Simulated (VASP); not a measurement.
# EuS (Fm-3m) in VASP: electric field gradients with PBE

Aim: the electric field gradients of EuS with PBE.

Everything below comes from runs of VASP 6.6.1. Logs are shortened: lines on timing, memory, paths and dates and some standing lists are left out, and cuts for length are marked.

**The experiment to reproduce.**

“Crystal-field mediated electronic transitions of EuS up to 35 GPa”, 2022, pmc:8786971 reports, for a powder of EuS at 300 K: band gap 1.72 eV (optical).

The runs below are set against these values where they give the same quantity.

### 1 Starting point

Symmetry: Fm-3m, No. 225, cubic system. Conventional cell: a = 5.957 Å, b = 5.957 Å, c = 5.957 Å, α = 90.00°, β = 90.00°, γ = 90.00°. Eu (site symmetry m-3m) is surrounded by 6 S at 2.98 Å. S (site symmetry m-3m) has 6 Eu at 2.98 Å as nearest neighbours.

### 2 Electric field gradients, PBE, collinear spin, typed start

Contents of INCAR:

```
SYSTEM = EuS
  PREC = Accurate
  ENCUT = 520
  EDIFF = 1E-8
  ISMEAR = -1
  SIGMA = 0.03
  LREAL = .FALSE.
  LASPH = .TRUE.
  NELM = 150
  ALGO = Normal
  ISIF = 2
  LWAVE = .FALSE.
  LCHARG = .FALSE.
  ISPIN = 2
  MAGMOM = 7 0
  LORBIT = 11
  LMAXMIX = 6
  GGA = PE
  LEFG = .TRUE.
  NBANDS = 22
```

Contents of KPOINTS:

```
Automatic mesh
0
G
  12 12 12
  0 0 0
```

Contents of POSCAR:

```
EuS
1.0
    0.0000000000      2.9785000000      2.9785000000
    2.9785000000      0.0000000000      2.9785000000
    2.9785000000      2.9785000000      0.0000000000
Eu S
1 1
Direct
    0.0000000000      0.0000000000      0.0000000000
    0.5000000000      0.5000000000      0.5000000000
```

Potentials or basis: VASP PAW PBE potentials, release 64 (Eu, S).

Launch:

```sh
$ cat potpaw_PBE.64/Eu/POTCAR potpaw_PBE.64/S/POTCAR > POTCAR
$ mpirun -np 1 vasp_std > vasp.out
```

OUTCAR:

```text
SYSTEM = EuS
   PREC = Accurate
   ENCUT = 520
   EDIFF = 1E-8
   ISMEAR = -1
   LREAL = .FALSE.
   LASPH = .TRUE.
   NELM = 150
   ISIF = 2
   ISPIN = 2
   LORBIT = 11
   GGA = PE

 ion  position               nearest neighbor table
   1  0.000  0.000  0.000-   2 2.98   2 2.98   2 2.98   2 2.98   2 2.98   2 2.98
   2  0.500  0.500  0.500-   1 2.98   1 2.98   1 2.98   1 2.98   1 2.98   1 2.98

  LATTYP: Found a face centered cubic cell.
 ALAT       =     5.9570000000

  Lattice vectors:

 A1 = (   0.0000000000,   2.9785000000,   2.9785000000)
 A2 = (   2.9785000000,   0.0000000000,   2.9785000000)
 A3 = (   2.9785000000,   2.9785000000,   0.0000000000)

Analysis of symmetry for initial positions (statically):
=====================================================================
 Subroutine PRICEL returns:
 Original cell was already a primitive cell.

 Routine SETGRP: Setting up the symmetry group for a
 face centered cubic supercell.

 Subroutine GETGRP returns: Found 48 space group operations
 (whereof 48 operations were pure point group operations)
 out of a pool of 48 trial point group operations.

The static configuration has the point symmetry O_h .

Analysis of symmetry for dynamics (positions and initial velocities):
=====================================================================
 Subroutine PRICEL returns:
 Original cell was already a primitive cell.

 Routine SETGRP: Setting up the symmetry group for a
 face centered cubic supercell.

 Subroutine GETGRP returns: Found 48 space group operations
 (whereof 48 operations were pure point group operations)
 out of a pool of 48 trial point group operations.

The dynamic configuration has the point symmetry O_h .

Analysis of structural, dynamic, and magnetic symmetry:
=====================================================================
 Subroutine PRICEL returns:
 Original cell was already a primitive cell.

 Routine SETGRP: Setting up the symmetry group for a
 face centered cubic supercell.

 Subroutine GETGRP returns: Found 48 space group operations
[... 757 lines left out ...]
     21      10.4472      0.00000
     22      11.3732      0.00000

 [... further k-points ...]

 spin component 2

 k-point     1 :       0.0000    0.0000    0.0000
  band No.  band energies     occupation
      1     -34.1256      1.00000
      2     -13.6654      1.00000
      3     -13.6654      1.00000
      4     -13.6654      1.00000
      5      -9.1774      1.00000
      6       1.6704      1.00000
[... 589 lines left out ...]
     21      11.4798      0.00000
     22      12.2236      0.00000

 [... further k-points ...]

------------------------ aborting loop because EDIFF is reached ----------------------------------------

  FORCE on cell =-STRESS in cart. coord.  units (eV):
  Direction    XX          YY          ZZ          XY          YZ          ZX
  --------------------------------------------------------------------------------------
  -------------------------------------------------------------------------------------
  Total       -0.9251664     -0.9251664     -0.9251664      0.0000000     -0.0000000      0.0000000
  in kB      -28.0483691    -28.0483691    -28.0483691      0.0000000     -0.0000000      0.0000000
  external PRESSURE =     -28.0483691 kB  Pullay stress =       0.0000000 kB

 VOLUME and BASIS-vectors are now :
 -----------------------------------------------------------------------------
  energy-cutoff  :      520.00
  volume of cell :       52.85
      direct lattice vectors                 reciprocal lattice vectors
     0.000000000  2.978500000  2.978500000    -0.167869733  0.167869733  0.167869733
     2.978500000  0.000000000  2.978500000     0.167869733 -0.167869733  0.167869733
     2.978500000  2.978500000  0.000000000     0.167869733  0.167869733 -0.167869733

 POSITION                                       TOTAL-FORCE (eV/Angst)
 -----------------------------------------------------------------------------------
      0.00000      0.00000      0.00000         0.000000     -0.000000      0.000000
      2.97850      2.97850      2.97850        -0.000000      0.000000     -0.000000
 -----------------------------------------------------------------------------------
    total drift:                                0.000000     -0.000000     -0.000000

  FREE ENERGIE OF THE ION-ELECTRON SYSTEM (eV)
  ---------------------------------------------------
  free  energy   TOTEN  =       -19.8981333789 eV

  energy  without entropy=      -19.8950217120  energy(sigma->0) =      -19.89657755

 Electric field gradients (V/A^2)
---------------------------------------------------------------------
 ion       V_xx      V_yy      V_zz      V_xy      V_xz      V_yz
---------------------------------------------------------------------
   1       0.000    -0.000     0.000    -0.001    -0.001    -0.001
   2      -0.000     0.000    -0.000    -0.000    -0.000    -0.000
---------------------------------------------------------------------

 Electric field gradients after diagonalization (V/A^2)
 (convention: |V_zz| > |V_xx| > |V_yy|)
----------------------------------------------------------------------
 ion       V_xx      V_yy      V_zz     asymmetry (V_yy - V_xx)/ V_zz
----------------------------------------------------------------------
   1       0.001     0.001    -0.003       0.000
   2       0.000     0.000    -0.001       0.000
----------------------------------------------------------------------

           NMR quadrupolar parameters

 Cq : quadrupolar parameter    Cq=e*Q*V_zz/h
 eta: asymmetry parameters     (V_yy - V_xx)/ V_zz
 Q  : nuclear electric quadrupole moment in mb (millibarn)
----------------------------------------------------------------------
 ion       Cq(MHz)       eta       Q (mb)
----------------------------------------------------------------------
   1      -0.000       0.000       1.000
   2      -0.000       0.000       1.000
----------------------------------------------------------------------

 total charge

# of ion       s       p       d       f       tot
--------------------------------------------------
    1        2.027   5.757   0.305   6.657  14.746
    2        1.316   2.430   0.000   0.000   3.746
--------------------------------------------------
tot          3.343   8.188   0.305   6.657  18.492

 magnetization (x)

# of ion       s       p       d       f       tot
--------------------------------------------------
    1       -0.015  -0.114   0.093   6.626   6.591
    2       -0.007  -0.066   0.000   0.000  -0.073
--------------------------------------------------
tot         -0.022  -0.180   0.093   6.626   6.518
```

It took 83 s on 1 thread of Intel Xeon 6975P-C (Granite Rapids), shared host; peak memory 0.3 GiB.

What came out:

```
Free energy                                           : -19.8981 eV
Pressure                                              : -2.8 GPa
Band gap on the k mesh                                : none (metal or under the smearing width)
Net moment                                            : 6.99 μB per cell
Site moments                                          : Eu +6.59; S -0.07 μB
Valence electrons inside the program's atomic spheres : Eu 14.75; S 3.75
```

Levels at points of the mesh, in eV from the Fermi level:
Spin up:
```csv
k point,band 11,band 12,band 13,band 14,band 15,band 16,band 17,band 18,band 19,band 20
"(0.00, 0.00, 0.00)",-0.24,-0.24,0.08,0.08,0.08,0.80,1.07,1.07,1.07,1.95
"(0.50, 0.00, 0.00)",-0.37,-0.28,-0.28,-0.24,-0.23,2.94,3.22,3.64,3.64,6.54
"(0.50, 0.50, 0.00)",-0.31,-0.29,-0.29,-0.25,-0.07,-0.07,3.08,3.22,4.51,4.67
```
Spin down:
```tsv
k point	band 6	band 7	band 8	band 9	band 10	band 11
(0.00, 0.00, 0.00)	-2.62	-2.62	-2.62	1.43	1.85	1.85
(0.50, 0.00, 0.00)	-5.13	-3.74	-3.74	2.87	4.04	4.11
(0.50, 0.50, 0.00)	-3.75	-2.97	-2.97	-0.14	3.93	3.95
```

Electric field gradients, principal values (V/Å²):
| atom | Vxx | Vyy | Vzz |
| --- | --- | --- | --- |
| 1 Eu | 0.001 | 0.001 | -0.003 |
| 2 S | 0.000 | 0.000 | -0.001 |

Caveat: spin-orbit coupling is left out, which moves the levels of the heavy elements; a cell with one magnetic atom can't hold antiferromagnetic order, which such compounds often take; without U or exact exchange the open f shell lies at the Fermi level, which spoils levels, moments and volumes. The state reached can hang on the start; a lower one may exist.

### 3 How close it comes

Step 2. Measured gap of EuS: 1.72 eV (optical; 300 K; powder; “Crystal-field mediated electronic transitions of EuS up to 35 GPa”, 2022, pmc:8786971). This calculation gives 0.00 eV (-1.72 eV). So large a miss can be the level of theory's own, or it may mean another phase, state or a wrong row. Spin-orbit coupling on Eu is left out. The value is that of PBE on a finite k mesh, which can miss the band edges, without temperature or zero-point motion. Semilocal functionals fall short of measured gaps as a rule. The run's magnetic order (collinear spin, typed start) needn't be the measured crystal's.
